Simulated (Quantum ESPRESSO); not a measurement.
# TiTe2 (P-3m1) in Quantum ESPRESSO: a series of runs

One crystal, TiTe2, is run at these levels: PBEsol; tasks: band structure.

Program: Quantum ESPRESSO 7.5. These are calculated values, not measurements. Logs are shortened: lines on timing, memory, paths and dates and some standing lists are left out, and cuts for length are marked.

## (1) Starting point

Symmetry: P-3m1, No. 164, trigonal system. The conventional cell has a = 3.777 Å, b = 3.777 Å, c = 6.498 Å, α = 90.00°, β = 90.00°, γ = 120.00°. Te (site symmetry 3m) has 3 Ti at 2.77 Å as nearest neighbours. Around Ti (site symmetry -3m) lie 6 Te at 2.77 Å.

## (2) Band structure, PBEsol

Contents of pw.in:

```
&CONTROL
  calculation = 'scf'
  prefix = 'pwscf'
  outdir = './tmp'
  pseudo_dir = './pseudo'
  tprnfor = .true.
  tstress = .true.
  disk_io = 'low'
/
&SYSTEM
  ibrav = 0
  celldm(1) = 8
  nat = 3
  ntyp = 2
  ecutwfc = 84
  nbnd = 31
  input_dft = 'pbesol'
  occupations = 'smearing'
  smearing = 'fd'
  degauss = 0.00367493
/
&ELECTRONS
  conv_thr = 6d-10
  electron_maxstep = 120
  mixing_beta = 0.5
/
ATOMIC_SPECIES
Te   127.6000 Te.upf
Ti    47.8670 Ti.upf
CELL_PARAMETERS alat
  0.8921869465889   0.0000000000000   0.0000000000000
 -0.4460934732945   0.7726565606724   0.0000000000000
  0.0000000000000   0.0000000000000   1.5349300447273
ATOMIC_POSITIONS crystal
Te     0.3333333333    0.6666666667    0.7372000000
Te     0.6666666667    0.3333333333    0.2628000000
Ti     0.0000000000    0.0000000000    0.0000000000
K_POINTS automatic
8 8 4 0 0 0
```

Contents of pp_density.in:

```
&INPUTPP
  prefix = 'pwscf'
  outdir = './tmp'
  filplot = 'density.dat'
  plot_num = 0
/
&PLOT
  nfile = 1
  filepp(1) = 'density.dat'
  iflag = 3
  output_format = 6
  fileout = 'density.cube'
/
```

Contents of pp_potential.in:

```
&INPUTPP
  prefix = 'pwscf'
  outdir = './tmp'
  filplot = 'potential.dat'
  plot_num = 11
/
&PLOT
  nfile = 1
  filepp(1) = 'potential.dat'
  iflag = 3
  output_format = 6
  fileout = 'potential.cube'
/
```

Contents of pp_elf.in:

```
&INPUTPP
  prefix = 'pwscf'
  outdir = './tmp'
  filplot = 'elf.dat'
  plot_num = 8
/
&PLOT
  nfile = 1
  filepp(1) = 'elf.dat'
  iflag = 3
  output_format = 6
  fileout = 'elf.cube'
/
```

Contents of bands.in:

```
&CONTROL
  calculation = 'bands'
  prefix = 'pwscf'
  outdir = './tmp'
  pseudo_dir = './pseudo'
  disk_io = 'low'
  verbosity = 'high'
/
&SYSTEM
  ibrav = 0
  celldm(1) = 8
  nat = 3
  ntyp = 2
  ecutwfc = 84
  nbnd = 31
  input_dft = 'pbesol'
  occupations = 'smearing'
  smearing = 'fd'
  degauss = 0.00367493
/
&ELECTRONS
  conv_thr = 1d-08
  electron_maxstep = 120
  mixing_beta = 0.5
  diago_full_acc = .true.
  startingwfc = 'random'
/
ATOMIC_SPECIES
Te   127.6000 Te.upf
Ti    47.8670 Ti.upf
CELL_PARAMETERS alat
  0.8921869465889   0.0000000000000   0.0000000000000
 -0.4460934732945   0.7726565606724   0.0000000000000
  0.0000000000000   0.0000000000000   1.5349300447273
ATOMIC_POSITIONS crystal
Te     0.3333333333    0.6666666667    0.7372000000
Te     0.6666666667    0.3333333333    0.2628000000
Ti     0.0000000000    0.0000000000    0.0000000000
K_POINTS crystal
60
 0.0000000000  0.0000000000  0.0000000000 1
 0.0625000000  0.0000000000  0.0000000000 1
 0.1250000000  0.0000000000  0.0000000000 1
 0.1875000000  0.0000000000  0.0000000000 1
 0.2500000000  0.0000000000  0.0000000000 1
 0.3125000000  0.0000000000  0.0000000000 1
 0.3750000000  0.0000000000  0.0000000000 1
 0.4375000000  0.0000000000  0.0000000000 1
 0.5000000000  0.0000000000  0.0000000000 1
 0.4583333333  0.0833333333  0.0000000000 1
 0.4166666667  0.1666666667  0.0000000000 1
 0.3750000000  0.2500000000  0.0000000000 1
 0.3333333333  0.3333333333  0.0000000000 1
 0.2962962963  0.2962962963  0.0000000000 1
 0.2592592593  0.2592592593  0.0000000000 1
 0.2222222222  0.2222222222  0.0000000000 1
 0.1851851852  0.1851851852  0.0000000000 1
 0.1481481481  0.1481481481  0.0000000000 1
 0.1111111111  0.1111111111  0.0000000000 1
 0.0740740741  0.0740740741  0.0000000000 1
 0.0370370370  0.0370370370  0.0000000000 1
 0.0000000000  0.0000000000  0.0000000000 1
 0.0000000000  0.0000000000  0.1250000000 1
 0.0000000000  0.0000000000  0.2500000000 1
 0.0000000000  0.0000000000  0.3750000000 1
 0.0000000000  0.0000000000  0.5000000000 1
 0.0625000000  0.0000000000  0.5000000000 1
 0.1250000000  0.0000000000  0.5000000000 1
 0.1875000000  0.0000000000  0.5000000000 1
 0.2500000000  0.0000000000  0.5000000000 1
 0.3125000000  0.0000000000  0.5000000000 1
 0.3750000000  0.0000000000  0.5000000000 1
 0.4375000000  0.0000000000  0.5000000000 1
 0.5000000000  0.0000000000  0.5000000000 1
 0.4666666667  0.0666666667  0.5000000000 1
 0.4333333333  0.1333333333  0.5000000000 1
 0.4000000000  0.2000000000  0.5000000000 1
 0.3666666667  0.2666666667  0.5000000000 1
 0.3333333333  0.3333333333  0.5000000000 1
 0.3030303030  0.3030303030  0.5000000000 1
 0.2727272727  0.2727272727  0.5000000000 1
 0.2424242424  0.2424242424  0.5000000000 1
 0.2121212121  0.2121212121  0.5000000000 1
 0.1818181818  0.1818181818  0.5000000000 1
 0.1515151515  0.1515151515  0.5000000000 1
 0.1212121212  0.1212121212  0.5000000000 1
 0.0909090909  0.0909090909  0.5000000000 1
 0.0606060606  0.0606060606  0.5000000000 1
 0.0303030303  0.0303030303  0.5000000000 1
 0.0000000000  0.0000000000  0.5000000000 1
 0.5000000000  0.0000000000  0.5000000000 1
 0.5000000000  0.0000000000  0.3750000000 1
 0.5000000000  0.0000000000  0.2500000000 1
 0.5000000000  0.0000000000  0.1250000000 1
 0.5000000000  0.0000000000  0.0000000000 1
 0.3333333333  0.3333333333  0.0000000000 1
 0.3333333333  0.3333333333  0.1250000000 1
 0.3333333333  0.3333333333  0.2500000000 1
 0.3333333333  0.3333333333  0.3750000000 1
 0.3333333333  0.3333333333  0.5000000000 1
```

Potentials or basis: PseudoDojo 0.4.1 SR PBE standard.

The run is started by

```console
OMP_NUM_THREADS=1 mpirun -n 2 pw.x -nk 2 -in pw.in > pw.out
OMP_NUM_THREADS=1 mpirun -n 1 pp.x -in pp_density.in > pp_density.out
OMP_NUM_THREADS=1 mpirun -n 1 pp.x -in pp_potential.in > pp_potential.out
OMP_NUM_THREADS=1 mpirun -n 1 pp.x -in pp_elf.in > pp_elf.out
OMP_NUM_THREADS=1 mpirun -n 2 pw.x -nk 2 -in bands.in > bands.out
```

pw.out:

```text
This program is part of the open-source Quantum ESPRESSO suite
     for quantum simulation of materials; please cite
         "P. Giannozzi et al., J. Phys.:Condens. Matter 21 395502 (2009);
         "P. Giannozzi et al., J. Phys.:Condens. Matter 29 465901 (2017);
         "P. Giannozzi et al., J. Chem. Phys. 152 154105 (2020);
     in publications or presentations arising from this work. More details at

     IMPORTANT: XC functional enforced from input :
     Exchange-correlation= PBESOL
                           (   1   4  10   8   0   0   0)
     Any further DFT definition will be discarded
     Please, verify this is what you really want

     Message from routine setup:
     using ibrav=0 with symmetry is DISCOURAGED, use correct ibrav instead

     K-points division:     npool     =       2
     Subspace diagonalization in iterative solution of the eigenvalue problem:
     a serial algorithm will be used

     G-vector sticks info
     --------------------
     sticks:   dense  smooth     PW     G-vecs:    dense   smooth      PW
     Sum        1177    1177    337                56315    56315    8523

     Using Slab Decomposition

     bravais-lattice index     =            0
     lattice parameter (alat)  =       8.0000  a.u.
     unit-cell volume          =     541.7525 (a.u.)^3
     number of atoms/cell      =            3
     number of atomic types    =            2
     number of electrons       =        44.00
     number of Kohn-Sham states=           31
     kinetic-energy cutoff     =      84.0000  Ry
     charge density cutoff     =     336.0000  Ry
     scf convergence threshold =      6.0E-10
     mixing beta               =       0.5000
     number of iterations used =            8  plain     mixing
     Exchange-correlation= PBESOL
                           (   1   4  10   8   0   0   0)

     celldm(1)=   8.000000  celldm(2)=   0.000000  celldm(3)=   0.000000
     celldm(4)=   0.000000  celldm(5)=   0.000000  celldm(6)=   0.000000

     crystal axes: (cart. coord. in units of alat)
               a(1) = (   0.892187   0.000000   0.000000 )
               a(2) = (  -0.446093   0.772657   0.000000 )
               a(3) = (   0.000000   0.000000   1.534930 )

     reciprocal axes: (cart. coord. in units 2 pi/alat)
               b(1) = (  1.120841  0.647118 -0.000000 )
               b(2) = (  0.000000  1.294236  0.000000 )
               b(3) = (  0.000000 -0.000000  0.651495 )

     PseudoPot. # 1 for Te read from file:
     Te.upf
     Pseudo is Norm-conserving + core correction, Zval = 16.0
     Generated using ONCVPSP code by D. R. Hamann
     Using radial grid of 1294 points,  6 beta functions with:
                l(1) =   0
                l(2) =   0
                l(3) =   1
                l(4) =   1
                l(5) =   2
                l(6) =   2

     PseudoPot. # 2 for Ti read from file:
     Ti.upf
     Pseudo is Norm-conserving + core correction, Zval = 12.0
     Generated using ONCVPSP code by D. R. Hamann
     Using radial grid of 1586 points,  6 beta functions with:
                l(1) =   0
                l(2) =   0
                l(3) =   1
                l(4) =   1
                l(5) =   2
                l(6) =   2

     atomic species   valence    mass     pseudopotential
     Te               16.00   127.60000     Te( 1.00)
     Ti               12.00    47.86700     Ti( 1.00)

     12 Sym. Ops., with inversion, found

   Cartesian axes

     site n.     atom                  positions (alat units)
         1        Te     tau(   1) = (  -0.0000000   0.5151044   1.1315504  )
         2        Te     tau(   2) = (   0.4460935   0.2575522   0.4033796  )
         3        Ti     tau(   3) = (   0.0000000   0.0000000   0.0000000  )

     number of k points=    35  Fermi-Dirac smearing, width (Ry)=  0.0037
                       cart. coord. in units 2pi/alat
        k(    1) = (   0.0000000   0.0000000   0.0000000), wk =   0.0078125
        k(    2) = (   0.0000000   0.0000000   0.1628739), wk =   0.0156250
        k(    3) = (   0.0000000   0.0000000  -0.3257477), wk =   0.0078125
        k(    4) = (   0.0000000   0.1617795   0.0000000), wk =   0.0468750
        k(    5) = (   0.0000000   0.1617795   0.1628739), wk =   0.0468750
        k(    6) = (   0.0000000   0.1617795  -0.3257477), wk =   0.0468750
[... 27 lines left out ...]
        k(   34) = (  -0.1401052   0.4044488  -0.1628739), wk =   0.0937500
        k(   35) = (  -0.1401052   0.5662283  -0.1628739), wk =   0.0937500

     Dense  grid:    56315 G-vectors     FFT dimensions: (  45,  45,  72)

     Initial potential from superposition of free atoms

     starting charge      43.9980, renormalised to      44.0000
     Starting wfcs are   28 randomized atomic wfcs +    3 random wfcs

     Self-consistent Calculation

     iteration #  1     ecut=    84.00 Ry     beta= 0.50
     Davidson diagonalization with overlap
     ethr =  1.00E-02,  avg # of iterations =  5.3

     Threshold (ethr) on eigenvalues was too large:
     Diagonalizing with lowered threshold

     Davidson diagonalization with overlap
     ethr =  1.77E-04,  avg # of iterations =  4.4

     total energy              =    -537.22124655 Ry
     estimated scf accuracy    <       0.08272370 Ry

     iteration #  2     ecut=    84.00 Ry     beta= 0.50
     Davidson diagonalization with overlap
     ethr =  1.88E-04,  avg # of iterations =  2.8
[... 50 lines left out ...]
     total energy              =    -537.24249401 Ry
     estimated scf accuracy    <          1.0E-09 Ry

     iteration # 10     ecut=    84.00 Ry     beta= 0.50
     Davidson diagonalization with overlap
     ethr =  2.31E-12,  avg # of iterations =  2.3

     End of self-consistent calculation

          k = 0.0000 0.0000 0.0000 (  7067 PWs)   bands (ev):

   -46.9934 -26.0139 -26.0139 -26.0096 -26.0096 -25.9919 -25.9919 -25.9902
   -25.9902 -25.9842 -25.9822 -23.2688 -23.2688 -23.2467  -2.0515  -0.5428
     5.1330   8.7141   8.7141  10.7201  10.7874  10.7874  10.9682  11.4556
    11.4556  13.4724  13.4724  15.4446  16.1694  18.1911  18.1911

          k = 0.0000 0.0000 0.1629 (  7080 PWs)   bands (ev):

   -46.9934 -26.0152 -26.0152 -26.0085 -26.0085 -25.9915 -25.9915 -25.9903
   -25.9903 -25.9839 -25.9825 -23.2688 -23.2688 -23.2468  -1.8908  -0.8371
     5.7743   8.7487   8.7487   9.3507  10.7810  10.7810  11.2899  11.2899
    11.3316  13.6961  13.6961  15.6261  17.0934  18.1476  18.1477
[... 64 lines left out ...]
          k = 0.0000 0.4853-0.3257 (  7058 PWs)   bands (ev):

   -46.9911 -26.0163 -26.0094 -26.0090 -26.0038 -25.9951 -25.9926 -25.9903
   -25.9890 -25.9789 -25.9781 -23.3106 -23.2766 -23.2298  -0.4976  -0.3343
     5.9015   6.1648   8.0889   8.4830   9.0651   9.7459  10.3119  11.6458
    11.8601  13.0332  13.2401  15.0639  15.2889  16.4607  17.9430

          k = 0.0000-0.6471 0.0000 (  7032 PWs)   bands (ev):

   -46.9907 -26.0165 -26.0112 -26.0094 -26.0010 -25.9942 -25.9936 -25.9907
   -25.9869 -25.9792 -25.9771 -23.3178 -23.2779 -23.2268  -0.2879  -0.0997
     5.4164   6.6832   7.6631   7.9786   8.6438   9.2495  10.3981  11.5443
    11.8620  12.8103  13.7756  15.6891  15.9881  16.4369  17.6856

          k = 0.0000-0.6471 0.1629 (  7036 PWs)   bands (ev):

   -46.9907 -26.0173 -26.0098 -26.0088 -26.0020 -25.9950 -25.9931 -25.9903
   -25.9876 -25.9786 -25.9772 -23.3178 -23.2779 -23.2269  -0.2990  -0.0711
     5.3578   6.1965   7.8007   8.4755   8.7112   9.5333  10.3333  11.5437
    11.8545  13.2015  13.3839  14.7646  15.5938  16.9378  17.5645

          k = 0.0000-0.6471-0.3257 (  7028 PWs)   bands (ev):

   -46.9907 -26.0181 -26.0082 -26.0077 -26.0038 -25.9954 -25.9930 -25.9897
   -25.9886 -25.9781 -25.9773 -23.3178 -23.2779 -23.2269  -0.3074  -0.0451
     5.3467   5.8226   7.9795   8.3668   9.4143   9.7755  10.1011  11.5426
    11.8424  13.0286  13.9162  14.4736  14.9719  15.5605  17.8721

          k = 0.1401 0.2427 0.0000 (  7045 PWs)   bands (ev):

   -46.9923 -26.0139 -26.0124 -26.0096 -26.0069 -25.9936 -25.9927 -25.9898
   -25.9891 -25.9821 -25.9804 -23.2873 -23.2733 -23.2389  -1.5527  -0.3031
     5.7538   7.7171   8.5286   8.6814   9.4426  10.2389  10.7340  11.5582
    11.7900  12.9149  13.5352  17.3720  17.3760  17.7045  17.9481
[... 113 lines left out ...]
          k = 0.0000 0.4853-0.1629 (  7034 PWs)   bands (ev):

   -46.9911 -26.0153 -26.0103 -26.0090 -26.0039 -25.9939 -25.9934 -25.9912
   -25.9879 -25.9795 -25.9780 -23.3106 -23.2766 -23.2298  -0.7015  -0.0971
     5.7951   6.4321   7.5015   8.5145   9.5053   9.6718  10.2471  11.5928
    12.0349  12.7264  13.2717  14.9347  15.4249  17.7938  18.2653

          k =-0.1401 0.4044-0.1629 (  7044 PWs)   bands (ev):

   -46.9914 -26.0143 -26.0106 -26.0084 -26.0058 -25.9939 -25.9925 -25.9914
   -25.9888 -25.9800 -25.9786 -23.3027 -23.2785 -23.2319  -0.8856  -0.2137
     6.2574   6.8056   7.5500   8.3465   8.9813   9.5552  10.7093  11.6447
    12.0129  12.4191  13.3009  15.7773  16.7326  17.3119  18.2729

          k =-0.1401 0.5662-0.1629 (  7044 PWs)   bands (ev):

   -46.9907 -26.0160 -26.0096 -26.0076 -26.0040 -25.9940 -25.9934 -25.9909
   -25.9882 -25.9787 -25.9774 -23.3135 -23.2821 -23.2269  -0.3789   0.0000
     5.5997   6.3141   7.6840   8.1558   8.7153   9.0186  10.7628  11.6196
    11.8776  12.6449  13.1822  15.4647  16.3739  17.0100  17.7352

     the Fermi energy is    10.3699 ev

!    total energy              =    -537.24249401 Ry
     estimated scf accuracy    <          4.8E-11 Ry
     smearing contrib. (-TS)   =      -0.00084778 Ry
     internal energy E=F+TS    =    -537.24164622 Ry

     The total energy is F=E-TS. E is the sum of the following terms:
     one-electron contribution =    -238.63309997 Ry
     hartree contribution      =     134.73178924 Ry
     xc contribution           =    -114.87499516 Ry
     ewald contribution        =    -318.46534032 Ry

     convergence has been achieved in  10 iterations

     Forces acting on atoms (cartesian axes, Ry/au):

     atom    1 type  1   force =     0.00000000    0.00000000    0.00457461
     atom    2 type  1   force =     0.00000000    0.00000000   -0.00457461
     atom    3 type  2   force =     0.00000000    0.00000000    0.00000000

     Total force =     0.006469     Total SCF correction =     0.000046

     Computing stress (Cartesian axis) and pressure

          total   stress  (Ry/bohr**3)                   (kbar)     P=      -21.16
  -0.00015470  -0.00000000  -0.00000000          -22.76       -0.00       -0.00
  -0.00000000  -0.00015470  -0.00000000           -0.00      -22.76       -0.00
   0.00000000   0.00000000  -0.00012206            0.00        0.00      -17.96

=------------------------------------------------------------------------------=
   JOB DONE.
=------------------------------------------------------------------------------=
```

It took 7.6 min on 2 MPI ranks of Intel Xeon at 2.50GHz (Skylake/Cascade Lake), shared host; peak memory 0.36 GiB.

Results:

- Free energy: -7309.5565 eV
- Pressure: -2.1 GPa
- Largest force: 0.118 eV/Å
- Band gap on the k mesh: none (metal or under the smearing width)

Forces in eV/Å, atoms in the order of the input:
```
Te   0.000  0.000  0.118
Te   0.000  0.000 -0.118
Ti   0.000  0.000  0.000
```

Stress tensor (GPa, compression positive):
```
-2.28  0.00  0.00
 0.00 -2.28  0.00
 0.00  0.00 -1.80
```

Levels at the corners of the path, in eV from the Fermi level:
```csv
point,band 18,band 19,band 20,band 21,band 22,band 23,band 24,band 25,band 26,band 27
Γ,-1.66,-1.66,0.35,0.42,0.42,0.60,1.09,1.09,3.10,3.10
M,-3.69,-2.71,-2.39,-1.73,-1.12,0.03,1.17,1.49,2.44,3.41
K,-3.66,-3.66,-2.35,-2.33,-2.33,0.98,1.45,1.45,2.11,2.11
Γ,-1.66,-1.66,0.35,0.42,0.42,0.60,1.09,1.09,3.10,3.10
A,-2.66,-1.58,-1.58,0.41,0.41,0.77,0.77,1.03,3.54,3.54
L,-4.55,-2.39,-2.00,-0.96,-0.59,-0.27,1.17,1.47,2.66,3.55
H,-4.07,-3.70,-3.22,-1.67,-1.67,0.99,1.01,1.01,3.05,3.05
A,-2.66,-1.58,-1.58,0.41,0.41,0.77,0.77,1.03,3.54,3.54
L,-4.55,-2.39,-2.00,-0.96,-0.59,-0.27,1.17,1.47,2.66,3.55
M,-3.69,-2.71,-2.39,-1.73,-1.12,0.03,1.17,1.49,2.44,3.41
K,-3.66,-3.66,-2.35,-2.33,-2.33,0.98,1.45,1.45,2.11,2.11
H,-4.07,-3.70,-3.22,-1.67,-1.67,0.99,1.01,1.01,3.05,3.05
```

Caveat: the potentials were made for another functional, which shifts forces and pressure; spin-orbit coupling is left out, which moves the levels of the heavy elements; this functional lacks dispersion, which binds the layers, so the pressure and a relaxed spacing across them are unreliable.

## (3) Band structure, PBEsol, spin-orbit coupling, no magnetisation

pw.in, as its differences from that of step 2:

```diff
@@ -15,3 +15,3 @@
   ecutwfc = 84
-  nbnd = 31
+  nbnd = 62
   input_dft = 'pbesol'
@@ -20,2 +20,4 @@
   degauss = 0.00367493
+  noncolin = .true.
+  lspinorb = .true.
 /
```

pp_density.in is that of step 2.

pp_potential.in is that of step 2.

bands.in, as its differences from that of step 2:

```diff
@@ -14,3 +14,3 @@
   ecutwfc = 84
-  nbnd = 31
+  nbnd = 62
   input_dft = 'pbesol'
@@ -19,2 +19,4 @@
   degauss = 0.00367493
+  noncolin = .true.
+  lspinorb = .true.
 /
```

Potentials or basis: PseudoDojo 0.4 FR PBE standard.

The run is started by

```console
OMP_NUM_THREADS=1 mpirun -n 2 pw.x -nk 2 -in pw.in > pw.out
OMP_NUM_THREADS=1 mpirun -n 1 pp.x -in pp_density.in > pp_density.out
OMP_NUM_THREADS=1 mpirun -n 1 pp.x -in pp_potential.in > pp_potential.out
OMP_NUM_THREADS=1 mpirun -n 2 pw.x -nk 2 -in bands.in > bands.out
```

Wall time 38 min (2 MPI ranks of Intel Xeon at 2.50GHz (Skylake/Cascade Lake), shared host); peak memory 1.1 GiB.

It converged, with:

| Quantity | Value |
| --- | --- |
| Free energy | -7306.7725 eV |
| Pressure | -2.0 GPa |
| Largest force | 0.103 eV/Å |
| Band gap on the k mesh | none (metal or under the smearing width) |

Forces in eV/Å, atoms in the order of the input:
```
Te   0.000  0.000  0.103
Te   0.000  0.000 -0.103
Ti   0.000  0.000  0.000
```

Stress tensor (GPa, compression positive):
```
-2.16  0.00  0.00
 0.00 -2.16  0.00
 0.00  0.00 -1.56
```

Levels at the corners of the path, in eV from the Fermi level:
| point | band 42 | band 43 | band 44 | band 45 | band 46 | band 47 |
| --- | --- | --- | --- | --- | --- | --- |
| Γ | 0.33 | 0.41 | 0.41 | 0.42 | 0.42 | 1.15 |
| M | -1.71 | -1.10 | -1.10 | 0.02 | 0.02 | 1.17 |
| K | -2.31 | -2.16 | -2.16 | 0.97 | 0.97 | 1.40 |
| Γ | 0.33 | 0.41 | 0.41 | 0.42 | 0.42 | 1.15 |
| A | 0.40 | 0.40 | 0.40 | 0.42 | 0.42 | 1.02 |
| L | -1.12 | -0.46 | -0.46 | -0.28 | -0.28 | 1.16 |
| H | -1.71 | -1.63 | -1.63 | 0.97 | 0.97 | 0.97 |
| A | 0.40 | 0.40 | 0.40 | 0.42 | 0.42 | 1.02 |
| L | -1.12 | -0.46 | -0.46 | -0.28 | -0.28 | 1.16 |
| M | -1.71 | -1.10 | -1.10 | 0.02 | 0.02 | 1.17 |
| K | -2.31 | -2.16 | -2.16 | 0.97 | 0.97 | 1.40 |
| H | -1.71 | -1.63 | -1.63 | 0.97 | 0.97 | 0.97 |

Caveat: the potentials were made for another functional, which shifts forces and pressure; this functional lacks dispersion, which binds the layers, so the pressure and a relaxed spacing across them are unreliable.
